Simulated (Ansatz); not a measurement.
# Calcium, dhcp under RPBE: structure, energy and stiffness

What does RPBE give for calcium in the dhcp structure? We relax it, solve it on a dense k-mesh, then scale the cell to 7 volumes from 88 to 112 % of the relaxed one and try a fit of the equation of state. Spin polarisation is left out. The k-meshes are 9×9×3 for the relaxation; 12×12×4 for the dense run; 10×10×3 for the volumes.

Method: DFT RPBE, plane waves (420 eV) with PAW, scalar-relativistic; PBE-made PAW files, in Ansatz 0.2.0.

### 1 Starting point

It takes space group P6_3/mmc (No. 194, hexagonal). The conventional cell has a = 3.952 Å, b = 3.952 Å, c = 12.906 Å, α = 90.00°, β = 90.00°, γ = 120.00°. Ca (site symmetry -3m) is surrounded by 12 Ca at 3.95 Å. Ca (site symmetry -6m2) has 12 Ca at 3.95 Å as nearest neighbours.

Structure file:

```
Ca
1.0
     3.95159    0.00000    0.00000
    -1.97580    3.42218    0.00000
     0.00000    0.00000   12.90589
Ca
4
Direct
  0.00000 0.00000 0.00000
  0.00000 0.00000 0.50000
  0.33333 0.66667 0.25000
  0.66667 0.33333 0.75000
```

### 2 Relaxation of the cell

Contents of input.yaml:

```yaml
crystal:
  lattice:
    - [3.9515900202, 0.0, 0.0]
    - [-1.9757950101, 3.4221773429, 0.0]
    - [0.0, 0.0, 12.9058930061]
  atoms:
    - { symbol: Ca, position: [0.0, 0.0, 0.0] }
    - { symbol: Ca, position: [0.0, 0.0, 0.5] }
    - { symbol: Ca, position: [0.3333333333, 0.6666666667, 0.25] }
    - { symbol: Ca, position: [0.6666666667, 0.3333333333, 0.75] }
hamiltonian:
  xc: rpbe
  pseudopotentials:
    kind: paw
    azcp:
      Ca: "pseudopotentials/Ca.paw.azcp"
basis:
  ecutwfc: 420
  fft_grid_basis: typed
kpoints:
  mp_grid: { grid: [9, 9, 3], shift: [0, 0, 0] }
magnetization:
  spin_polarized: false
scf:
  occupations: { method: fermi_dirac, width: 0.1 }
relax:
  max_steps: 60
  f_tol: 0.01
  cell: {}
```

Standard output, shortened:

```text
Warning: RAYON_NUM_THREADS=2 ignored (pool sized by the plan → 2); use --threads N
[...]
Pseudopotentials: kind: paw
Pseudopotential: Ca, paw, valence charge 10, recommended cutoff 420 eV (normal), <dir>
Functional definition: RPBE
[...]
Crystal: 4 atoms, lattice volume = 174.527 Å³
Basis set: ecut = 420 eV, 3451 PW (Γ), exchange–correlation on 54×54×180 points (8 copies of the dense FFT grid, shifted against one another)
Bands: 24, of which v1, the nominal top of the filled ones, is band 20 counted from 1 (19 counted from 0)
Symmetry: 24 space group operations
Space group: P63/mmc (ITA 194), of the structure as read, at distance tolerance 5.6e-5 Å
k-points: 24 of 243
[...]
SCF iter   1: F=—  HF=-7284.919771 eV  |F-HF|=—  |Δ(HF+E_count)|=         —  Δρ=1.77e-3  dr2=5.82e-3  ethr=1.77e-3  ⟨swp⟩=8.3  Hψ=6213  notcnv=0
[...]
relax step   1: F+E_penalty+E_count = -7284.92405079 eV  Δ(F+E_penalty+E_count) = +0.000e0 eV  max|allowed force component| = 8.963e-18 eV/Å  Δτ_max = 0.0000 Å  P = +0.363 GPa  Ω = 174.527 Å³  (6 SCF iters, dr2 threshold 1.00e-7 eV, accepted)
[...]
relax step   3: F+E_penalty+E_count = -7284.92822266 eV  Δ(F+E_penalty+E_count) = -9.567e-4 eV  max|allowed force component| = 3.469e-17 eV/Å  Δτ_max = 0.0000 Å  P = +0.005 GPa  Ω = 178.276 Å³  energy of the carried Pulay correction = -2.092e-4 eV  (4 SCF iters, dr2 threshold 1.12e-7 eV, accepted)
[...]
relax step   4: F+E_penalty+E_count = -7284.92843747 eV  Δ(F+E_penalty+E_count) = -2.148e-4 eV  max|allowed force component| = 3.441e-17 eV/Å  Δτ_max = 0.0000 Å  P = +0.005 GPa  Ω = 178.276 Å³  stress off target by 5.89e-3 GPa  SCF on the basis re-selected at this cell (its energy is not [...]
SCF converged after 6 iterations
Free energy (F): -7284.928437 eV
[...]
E sigma→0 (E₀):  -7284.839751 eV
Entropy (-TS):   -0.177373 eV (-44.343 meV/atom)
Fermi energy:    4.697912 eV
[...]
--- Forces (eV/Å), atoms counted from 1 ---
  atom   1  Ca     0.00000000     0.00000000     0.00000000
  atom   2  Ca     0.00000000     0.00000000     0.00000000
  atom   3  Ca     0.00000000     0.00000000     0.00000000
  atom   4  Ca     0.00000000    -0.00000000     0.00000000
[...]
--- Stress (GPa, compression-positive) ---
        0.005886      -0.000000       0.000000
        0.000000       0.005886       0.000000
        0.000000       0.000000       0.004316
  P = ⅓ Tr σ = 0.0054 GPa (0.054 kbar)
--- Relaxed structure (3 steps of the walk, 3 accepted, 1 SCFs on fresh bases) ---
  F+E_penalty+E_count = -7284.92843747 eV   max|allowed force component| = 3.441e-17 eV/Å   (the final SCF, on the basis selected at the relaxed cell)
  cell:  # Å, volume = 178.2756 Å³
    - [3.9754003592966916, 0.0, 0.0]
    - [-1.9877001796483458, 3.44279770136472, 0.0]
    - [0.0, 0.0, 13.025656376497302]
  atoms:
    - { symbol: Ca, position: [6.279650380147886e-35, 1.0376239975889037e-34, 6.2406339929962645e-37] }
    - { symbol: Ca, position: [3.6783758534121737e-35, 9.438274780328444e-35, 0.5] }
    - { symbol: Ca, position: [0.3333333333333334, 0.666666666666667, 0.25] }
    - { symbol: Ca, position: [0.6666666666666669, 0.3333333333333334, 0.75] }
```

It took 11 s on 2 threads of Intel Xeon Platinum 8175M at 2.50GHz (Skylake/Cascade Lake), shared host; peak memory 0.5 GiB.

Step by step:

```tsv
step	energy change (meV/atom)	largest force (eV/Å)	pressure (GPa)	volume (Å³/atom)
1	0.00	0.0000	0.36	43.632
2	-0.80	0.0000	0.18	44.109
3	-1.04	0.0000	0.00	44.569
4	-1.10	0.0000	0.01	44.569
```

Steps that repeat a cell are solved on a basis chosen anew, so their changes of energy are no gain of the relaxation.

Changes in the cell that was computed:

|  | before | after | change |
| --- | --- | --- | --- |
| a (Å) | 3.952 | 3.975 | +0.6 % |
| b (Å) | 3.952 | 3.975 | +0.6 % |
| c (Å) | 12.906 | 13.026 | +0.9 % |
| volume (Å³/atom) | 43.632 | 44.569 | +2.1 % |
| shortest distance (Å) | 3.952 | 3.975 | +0.6 % |
| space group (spins left aside) | P6_3/mmc | P6_3/mmc | same |

### 3 Single point on a dense mesh

Changes to input.yaml since step 2:

```diff
@@ -2,5 +2,5 @@
   lattice:
-    - [3.9515900202, 0.0, 0.0]
-    - [-1.9757950101, 3.4221773429, 0.0]
-    - [0.0, 0.0, 12.9058930061]
+    - [3.9754003593, 0.0, 0.0]
+    - [-1.9877001796, 3.4427977014, 0.0]
+    - [0.0, 0.0, 13.0256563765]
   atoms:
@@ -20,3 +20,3 @@
 kpoints:
-  mp_grid: { grid: [9, 9, 3], shift: [0, 0, 0] }
+  mp_grid: { grid: [12, 12, 4], shift: [0, 0, 0] }
 magnetization:
@@ -25,5 +25 @@
   occupations: { method: fermi_dirac, width: 0.1 }
-relax:
-  max_steps: 60
-  f_tol: 0.01
-  cell: {}
```

Standard output, shortened:

```text
Warning: RAYON_NUM_THREADS=2 ignored (pool sized by the plan → 2); use --threads N
[...]
[... 3 set-up lines as earlier in the session ...]
[...]
Crystal: 4 atoms, lattice volume = 178.276 Å³
Basis set: ecut = 420 eV, 3523 PW (Γ)
Bands: 24, of which v1, the nominal top of the filled ones, is band 20 counted from 1 (19 counted from 0)
[... 2 set-up lines as earlier in the session ...]
k-points: 57 of 576
[...]
SCF iter   1: F=—  HF=-7284.926560 eV  |F-HF|=—  |Δ(HF+E_count)|=         —  Δρ=1.74e-3  dr2=5.89e-3  ethr=1.77e-3  ⟨swp⟩=8.7  Hψ=14729  notcnv=0
[...]
SCF iter   6: F=-7284.930470 eV  HF=-7284.930470 eV  |F-HF|=6.00e-9  |Δ(HF+E_count)|=   1.27e-7  Δρ=2.55e-6  dr2=1.60e-8  ethr=2.50e-10  ⟨swp⟩=2.2  Hψ=3055  notcnv=0
[...]
SCF converged after 6 iterations
Free energy (F): -7284.930470 eV
[...]
E sigma→0 (E₀):  -7284.843275 eV
Entropy (-TS):   -0.174390 eV (-43.598 meV/atom)
Fermi energy:    4.698747 eV
[...]
```

Run time: 6.2 s. Hardware: 2 threads of Intel Xeon Platinum 8175M at 2.50GHz (Skylake/Cascade Lake), shared host; peak memory 0.54 GiB.

### 4 Equation of state: 88 %

Changes to input.yaml since step 3:

```diff
@@ -2,5 +2,5 @@
   lattice:
-    - [3.9754003593, 0.0, 0.0]
-    - [-1.9877001796, 3.4427977014, 0.0]
-    - [0.0, 0.0, 13.0256563765]
+    - [3.8095624443, 0.0, 0.0]
+    - [-1.9047812221, 3.299177854, 0.0]
+    - [0.0, 0.0, 12.4822777227]
   atoms:
@@ -20,3 +20,3 @@
 kpoints:
-  mp_grid: { grid: [12, 12, 4], shift: [0, 0, 0] }
+  mp_grid: { grid: [10, 10, 3], shift: [0, 0, 0] }
 magnetization:
@@ -25 +25,4 @@
   occupations: { method: fermi_dirac, width: 0.1 }
+  lower_state_search: "off"
+output:
+  stress: true
```

Standard output, shortened:

```text
Warning: RAYON_NUM_THREADS=2 ignored (pool sized by the plan → 2); use --threads N
[...]
[... 3 set-up lines as earlier in the session ...]
[...]
Crystal: 4 atoms, lattice volume = 156.883 Å³
Basis set: ecut = 420 eV, 3041 PW (Γ)
Bands: 24, of which v1, the nominal top of the filled ones, is band 20 counted from 1 (19 counted from 0)
[... 1 set-up line as earlier in the session ...]
Space group: P63/mmc (ITA 194), of the structure as read, at distance tolerance 5.4e-5 Å
k-points: 28 of 300
[...]
SCF iter   1: F=—  HF=-7284.772894 eV  |F-HF|=—  |Δ(HF+E_count)|=         —  Δρ=1.99e-3  dr2=6.56e-3  ethr=1.77e-3  ⟨swp⟩=8.2  Hψ=7134  notcnv=0
[...]
SCF iter   6: F=-7284.777502 eV  HF=-7284.777502 eV  |F-HF|=3.26e-9  |Δ(HF+E_count)|=   1.19e-7  Δρ=3.94e-6  dr2=4.15e-8  ethr=2.50e-10  ⟨swp⟩=4.6  Hψ=2668  notcnv=0
[...]
SCF converged after 6 iterations
Free energy (F): -7284.777502 eV
[...]
E sigma→0 (E₀):  -7284.695256 eV
Entropy (-TS):   -0.164492 eV (-41.123 meV/atom)
Fermi energy:    5.606677 eV
[...]
--- Stress (GPa, compression-positive) ---
        2.488806      -0.000000      -0.000000
       -0.000000       2.488806       0.000000
       -0.000000       0.000000       2.691926
  P = ⅓ Tr σ = 2.5565 GPa (25.565 kbar)
```

It took 3.3 s on 2 threads of Intel Xeon Platinum 8175M at 2.50GHz (Skylake/Cascade Lake), shared host; peak memory 0.44 GiB.

### 5 Equation of state: 92 %

Changes to input.yaml since step 4:

```diff
@@ -2,5 +2,5 @@
   lattice:
-    - [3.8095624443, 0.0, 0.0]
-    - [-1.9047812221, 3.299177854, 0.0]
-    - [0.0, 0.0, 12.4822777227]
+    - [3.8664299692, 0.0, 0.0]
+    - [-1.9332149846, 3.3484265753, 0.0]
+    - [0.0, 0.0, 12.6686078459]
   atoms:
@@ -28 +28,5 @@
   stress: true
+  write_density: true
+  write_potential: true
+  elf: true
+  volumetric_format: npy
```

Standard output, shortened:

```text
Warning: RAYON_NUM_THREADS=2 ignored (pool sized by the plan → 2); use --threads N
[...]
[... 3 set-up lines as earlier in the session ...]
[...]
Crystal: 4 atoms, lattice volume = 164.014 Å³
Basis set: ecut = 420 eV, 3235 PW (Γ)
Bands: 24, of which v1, the nominal top of the filled ones, is band 20 counted from 1 (19 counted from 0)
[... 1 set-up line as earlier in the session ...]
Space group: P63/mmc (ITA 194), of the structure as read, at distance tolerance 5.5e-5 Å
k-points: 28 of 300
[...]
SCF iter   1: F=—  HF=-7284.863911 eV  |F-HF|=—  |Δ(HF+E_count)|=         —  Δρ=1.89e-3  dr2=6.27e-3  ethr=1.77e-3  ⟨swp⟩=8.5  Hψ=7213  notcnv=0
[...]
SCF iter   6: F=-7284.868374 eV  HF=-7284.868374 eV  |F-HF|=1.84e-9  |Δ(HF+E_count)|=   1.20e-7  Δρ=3.91e-6  dr2=4.33e-8  ethr=2.50e-10  ⟨swp⟩=10.9  Hψ=5484  notcnv=0
[...]
SCF converged after 6 iterations
Free energy (F): -7284.868374 eV
[...]
E sigma→0 (E₀):  -7284.785207 eV
Entropy (-TS):   -0.166334 eV (-41.583 meV/atom)
Fermi energy:    5.280041 eV
[...]
--- Stress (GPa, compression-positive) ---
        1.509167      -0.000000       0.000000
       -0.000000       1.509167       0.000000
        0.000000       0.000000       1.649812
  P = ⅓ Tr σ = 1.5560 GPa (15.560 kbar)
--- Band table (eV; the first three rows and the last of 28) ---
[...]
```

Run time: 4.5 s. Hardware: 2 threads of Intel Xeon Platinum 8175M at 2.50GHz (Skylake/Cascade Lake), shared host; peak memory 0.47 GiB.

Density in a lattice plane of the grid's cell (edges 3.87 and 12.67 Å, at 0.000 of the third edge), which holds Ca.

Ten even steps from '0' (0.05 e/Å³) to '9' (6.93 e/Å³):
```
31000001
00000000
00000000
00000000
00000000
00000000
00000000
00000000
31000001
95000005
31000001
00000000
00000000
00000000
00000000
00000000
00000000
00000000
31000001
95000005
```
Columns run along the first of these edges and rows up along the second, over one cell in 8 and 20 even steps from the bottom left corner. Atoms in the plane (fractional): Ca at (0.00, 0.00), Ca at (0.00, 0.50).

ELF in the same plane.

Ten even steps from '0' (0.06) to '9' (0.85):
```
98015108
00156510
55532355
65100015
64001004
65100015
55532355
00156510
98015108
89503059
98015108
00156510
55532355
65100015
64001004
65100015
55532355
00156510
98015108
89503059
```
Columns run along the first of these edges and rows up along the second, over one cell in 8 and 20 even steps from the bottom left corner. Atoms in the plane (fractional): Ca at (0.00, 0.00), Ca at (0.00, 0.50).

Both are smooth fields of the valence electrons: close to the nuclei they are not physical.

The highest ELF values outside the cores: 0.69 between the atoms, 2.6 Å from Ca.

### 6 Equation of state: 96 %

Changes to input.yaml since step 5:

```diff
@@ -2,5 +2,5 @@
   lattice:
-    - [3.8664299692, 0.0, 0.0]
-    - [-1.9332149846, 3.3484265753, 0.0]
-    - [0.0, 0.0, 12.6686078459]
+    - [3.9216721466, 0.0, 0.0]
+    - [-1.9608360733, 3.3962677042, 0.0]
+    - [0.0, 0.0, 12.8496124127]
   atoms:
```

Standard output, shortened:

```text
Warning: RAYON_NUM_THREADS=2 ignored (pool sized by the plan → 2); use --threads N
[...]
[... 3 set-up lines as earlier in the session ...]
[...]
Crystal: 4 atoms, lattice volume = 171.145 Å³
Basis set: ecut = 420 eV, 3391 PW (Γ)
Bands: 24, of which v1, the nominal top of the filled ones, is band 20 counted from 1 (19 counted from 0)
[... 2 set-up lines as earlier in the session ...]
k-points: 28 of 300
[...]
SCF iter   1: F=—  HF=-7284.914114 eV  |F-HF|=—  |Δ(HF+E_count)|=         —  Δρ=1.81e-3  dr2=6.12e-3  ethr=1.77e-3  ⟨swp⟩=8.5  Hψ=7236  notcnv=0
[...]
SCF iter   6: F=-7284.918386 eV  HF=-7284.918386 eV  |F-HF|=2.80e-9  |Δ(HF+E_count)|=   1.24e-7  Δρ=3.95e-6  dr2=4.78e-8  ethr=2.50e-10  ⟨swp⟩=11.1  Hψ=5509  notcnv=0
[...]
SCF converged after 6 iterations
Free energy (F): -7284.918386 eV
[...]
E sigma→0 (E₀):  -7284.834444 eV
Entropy (-TS):   -0.167882 eV (-41.971 meV/atom)
Fermi energy:    4.979291 eV
[...]
--- Stress (GPa, compression-positive) ---
        0.685885       0.000000       0.000000
       -0.000000       0.685885       0.000000
        0.000000       0.000000       0.775128
  P = ⅓ Tr σ = 0.7156 GPa (7.156 kbar)
--- Band table (eV; the first three rows and the last of 28) ---
[...]
```

It took 4.8 s on 2 threads of Intel Xeon Platinum 8175M at 2.50GHz (Skylake/Cascade Lake), shared host; peak memory 0.48 GiB.

### 7 Equation of state: 100 %

Changes to input.yaml since step 6:

```diff
@@ -2,5 +2,5 @@
   lattice:
-    - [3.9216721466, 0.0, 0.0]
-    - [-1.9608360733, 3.3962677042, 0.0]
-    - [0.0, 0.0, 12.8496124127]
+    - [3.9754003593, 0.0, 0.0]
+    - [-1.9877001796, 3.4427977014, 0.0]
+    - [0.0, 0.0, 13.0256563765]
   atoms:
```

Standard output, shortened:

```text
Warning: RAYON_NUM_THREADS=2 ignored (pool sized by the plan → 2); use --threads N
[...]
[... 3 set-up lines as earlier in the session ...]
[...]
Crystal: 4 atoms, lattice volume = 178.276 Å³
Basis set: ecut = 420 eV, 3523 PW (Γ)
Bands: 24, of which v1, the nominal top of the filled ones, is band 20 counted from 1 (19 counted from 0)
[... 2 set-up lines as earlier in the session ...]
k-points: 28 of 300
[...]
SCF iter   1: F=—  HF=-7284.929957 eV  |F-HF|=—  |Δ(HF+E_count)|=         —  Δρ=1.76e-3  dr2=6.23e-3  ethr=1.77e-3  ⟨swp⟩=8.5  Hψ=7302  notcnv=0
[...]
SCF iter   7: F=-7284.934070 eV  HF=-7284.934070 eV  |F-HF|=3.30e-9  |Δ(HF+E_count)|=   1.65e-8  Δρ=1.77e-6  dr2=1.18e-8  ethr=2.50e-10  ⟨swp⟩=7.4  Hψ=4034  notcnv=0
[...]
SCF converged after 7 iterations
Free energy (F): -7284.934070 eV
[...]
E sigma→0 (E₀):  -7284.849468 eV
Entropy (-TS):   -0.169204 eV (-42.301 meV/atom)
Fermi energy:    4.701420 eV
[...]
--- Stress (GPa, compression-positive) ---
       -0.006820      -0.000000       0.000000
       -0.000000      -0.006820       0.000000
        0.000000       0.000000       0.041982
  P = ⅓ Tr σ = 0.0094 GPa (0.094 kbar)
--- Band table (eV; the first three rows and the last of 28) ---
[...]
```

Run time: 5.7 s. Hardware: 2 threads of Intel Xeon Platinum 8175M at 2.50GHz (Skylake/Cascade Lake), shared host; peak memory 0.49 GiB.

### 8 Equation of state: 104 %

Changes to input.yaml since step 7:

```diff
@@ -2,5 +2,5 @@
   lattice:
-    - [3.9754003593, 0.0, 0.0]
-    - [-1.9877001796, 3.4427977014, 0.0]
-    - [0.0, 0.0, 13.0256563765]
+    - [4.027714258, 0.0, 0.0]
+    - [-2.013857129, 3.4881028666, 0.0]
+    - [0.0, 0.0, 13.1970662488]
   atoms:
@@ -28,5 +28 @@
   stress: true
-  write_density: true
-  write_potential: true
-  elf: true
-  volumetric_format: npy
```

Standard output, shortened:

```text
Warning: RAYON_NUM_THREADS=2 ignored (pool sized by the plan → 2); use --threads N
[...]
[... 3 set-up lines as earlier in the session ...]
[...]
Crystal: 4 atoms, lattice volume = 185.407 Å³
Basis set: ecut = 420 eV, 3633 PW (Γ)
Bands: 24, of which v1, the nominal top of the filled ones, is band 20 counted from 1 (19 counted from 0)
[... 1 set-up line as earlier in the session ...]
Space group: P63/mmc (ITA 194), of the structure as read, at distance tolerance 5.7e-5 Å
k-points: 28 of 300
[...]
SCF iter   1: F=—  HF=-7284.916947 eV  |F-HF|=—  |Δ(HF+E_count)|=         —  Δρ=1.72e-3  dr2=6.66e-3  ethr=1.77e-3  ⟨swp⟩=8.6  Hψ=7353  notcnv=0
[...]
SCF iter   7: F=-7284.920906 eV  HF=-7284.920906 eV  |F-HF|=1.35e-9  |Δ(HF+E_count)|=   5.85e-9  Δρ=1.34e-6  dr2=6.21e-9  ethr=2.50e-10  ⟨swp⟩=4.0  Hψ=2121  notcnv=0
[...]
SCF converged after 7 iterations
Free energy (F): -7284.920906 eV
[...]
E sigma→0 (E₀):  -7284.835727 eV
Entropy (-TS):   -0.170358 eV (-42.590 meV/atom)
Fermi energy:    4.443929 eV
[...]
--- Stress (GPa, compression-positive) ---
       -0.589821      -0.000000       0.000000
        0.000000      -0.589821       0.000000
        0.000000       0.000000      -0.571744
  P = ⅓ Tr σ = -0.5838 GPa (-5.838 kbar)
```

Run time: 3.7 s. Hardware: 2 threads of Intel Xeon Platinum 8175M at 2.50GHz (Skylake/Cascade Lake), shared host; peak memory 0.49 GiB.

### 9 Equation of state: 108 %

Changes to input.yaml since step 8:

```diff
@@ -2,5 +2,5 @@
   lattice:
-    - [4.027714258, 0.0, 0.0]
-    - [-2.013857129, 3.4881028666, 0.0]
-    - [0.0, 0.0, 13.1970662488]
+    - [4.0787033957, 0.0, 0.0]
+    - [-2.0393516978, 3.5322607552, 0.0]
+    - [0.0, 0.0, 13.3641354561]
   atoms:
```

Standard output, shortened:

```text
Warning: RAYON_NUM_THREADS=2 ignored (pool sized by the plan → 2); use --threads N
[...]
[... 3 set-up lines as earlier in the session ...]
[...]
Crystal: 4 atoms, lattice volume = 192.538 Å³
Basis set: ecut = 420 eV, 3765 PW (Γ)
Bands: 24, of which v1, the nominal top of the filled ones, is band 20 counted from 1 (19 counted from 0)
[... 1 set-up line as earlier in the session ...]
Space group: P63/mmc (ITA 194), of the structure as read, at distance tolerance 5.8e-5 Å
k-points: 28 of 300
[...]
SCF iter   1: F=—  HF=-7284.879671 eV  |F-HF|=—  |Δ(HF+E_count)|=         —  Δρ=1.69e-3  dr2=7.11e-3  ethr=1.77e-3  ⟨swp⟩=8.9  Hψ=7429  notcnv=0
[...]
SCF iter   6: F=-7284.883528 eV  HF=-7284.883528 eV  |F-HF|=6.38e-9  |Δ(HF+E_count)|=   2.41e-7  Δρ=4.66e-6  dr2=8.55e-8  ethr=2.50e-10  ⟨swp⟩=4.2  Hψ=2633  notcnv=0
[...]
SCF converged after 6 iterations
Free energy (F): -7284.883528 eV
[...]
E sigma→0 (E₀):  -7284.797828 eV
Entropy (-TS):   -0.171400 eV (-42.850 meV/atom)
Fermi energy:    4.204659 eV
[...]
--- Stress (GPa, compression-positive) ---
       -1.080192       0.000000       0.000000
        0.000000      -1.080192       0.000000
        0.000000       0.000000      -1.084754
  P = ⅓ Tr σ = -1.0817 GPa (-10.817 kbar)
```

Wall time 3.5 s (2 threads of Intel Xeon Platinum 8175M at 2.50GHz (Skylake/Cascade Lake), shared host); peak memory 0.5 GiB.

### 10 Equation of state: 112 %

Changes to input.yaml since step 9:

```diff
@@ -2,5 +2,5 @@
   lattice:
-    - [4.0787033957, 0.0, 0.0]
-    - [-2.0393516978, 3.5322607552, 0.0]
-    - [0.0, 0.0, 13.3641354561]
+    - [4.1284485836, 0.0, 0.0]
+    - [-2.0642242918, 3.5753413516, 0.0]
+    - [0.0, 0.0, 13.5271287815]
   atoms:
@@ -28 +28,5 @@
   stress: true
+  write_density: true
+  write_potential: true
+  elf: true
+  volumetric_format: npy
```

Standard output, shortened:

```text
Warning: RAYON_NUM_THREADS=2 ignored (pool sized by the plan → 2); use --threads N
[...]
[... 3 set-up lines as earlier in the session ...]
[...]
Crystal: 4 atoms, lattice volume = 199.669 Å³
Basis set: ecut = 420 eV, 3885 PW (Γ)
Bands: 24, of which v1, the nominal top of the filled ones, is band 20 counted from 1 (19 counted from 0)
[... 2 set-up lines as earlier in the session ...]
k-points: 28 of 300
[...]
SCF iter   1: F=—  HF=-7284.822009 eV  |F-HF|=—  |Δ(HF+E_count)|=         —  Δρ=1.66e-3  dr2=7.53e-3  ethr=1.77e-3  ⟨swp⟩=8.9  Hψ=7524  notcnv=0
[...]
SCF iter   6: F=-7284.825824 eV  HF=-7284.825824 eV  |F-HF|=2.43e-9  |Δ(HF+E_count)|=   2.52e-7  Δρ=4.23e-6  dr2=7.04e-8  ethr=2.50e-10  ⟨swp⟩=12.2  Hψ=5647  notcnv=0
[...]
SCF converged after 6 iterations
Free energy (F): -7284.825824 eV
[...]
E sigma→0 (E₀):  -7284.739634 eV
Entropy (-TS):   -0.172380 eV (-43.095 meV/atom)
Fermi energy:    3.981674 eV
[...]
--- Stress (GPa, compression-positive) ---
       -1.492201      -0.000000       0.000000
        0.000000      -1.492201       0.000000
        0.000000       0.000000      -1.512777
  P = ⅓ Tr σ = -1.4991 GPa (-14.991 kbar)
--- Band table (eV; the first three rows and the last of 28) ---
[...]
```

It took 4.9 s on 2 threads of Intel Xeon Platinum 8175M at 2.50GHz (Skylake/Cascade Lake), shared host; peak memory 0.52 GiB.

### 11 Fitting the volumes

All volumes keep the relaxed shape and fractional coordinates.

```tsv
V (Å³/atom)	E − E₀ (meV/atom)	P from the stress (GPa)	P from the fit (GPa)
39.221	38.5	2.56	2.54
41.003	16.1	1.56	1.54
42.786	3.8	0.72	0.70
44.569	0.0	0.01	0.00
46.352	3.4	-0.58	-0.60
48.134	12.9	-1.08	-1.09
49.917	27.5	-1.50	-1.51
```

Fit (Birch-Murnaghan, third order): V₀ = 44.558 Å³/atom, B₀ = 16.1 GPa, B₀′ = 3.3, largest residual 0.01 meV/atom.

### 12 Results

```
                      quantity                                    value
space group (spins left aside)                       P6_3/mmc (No. 194)
             conventional cell  a = 3.975 Å, c = 13.026 Å (c/a = 3.277)
                        volume                           44.569 Å³/atom
             shortest distance                                  3.975 Å
               gap on the mesh             none (levels filled in part)
               relative to fcc                              +4 meV/atom
                   V₀, B₀, B₀′            44.558 Å³/atom, 16.1 GPa, 3.3
```

The relaxation enlarged the cell by 2.1 % in volume. It lies 4 meV/atom above the element's reference form at the same level (fcc, from a run of its own). No gap shows: it is a metal or semimetal at this level. B₀ comes out at 16.1 GPa, a soft solid; letting shape and positions relax at each volume could only lower it. Relaxation kept the symmetry; phonons were not checked.
